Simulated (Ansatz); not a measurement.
CaS (Fm-3m)

The calculation used DFT PBE, scalar-relativistic, plane waves, PAW (Ansatz 0.2.0).

Plane waves to 420 eV, a k mesh through Γ of 8×8×8 on the computed 2-atom cell and Gaussian smearing (0.02 eV); no spin polarisation.

The structure is relaxed at this level of theory with its symmetry kept.

```
CELL_PARAMETERS angstrom
0.00000 2.85603 2.85603
2.85603 0.00000 2.85603
2.85603 2.85603 0.00000
ATOMIC_POSITIONS crystal
Ca 0.00000 0.00000 0.00000
S 0.50000 0.50000 0.50000
```

Formation energy from the elements' standard states (uncorrected)?

-2.171 eV/atom.

Kohn–Sham band gap?

2.38 eV.

Löwdin character of the top 1 eV of the valence band?

S 3p 94 %, unprojected 5 %.

Bader charges (e)?

Ca (1 in the cell) 1.47, S (1 in the cell) -1.47.

Cost: 1 run of about 0.16 core-minutes, on Arm Neoverse V2 (shared hosts).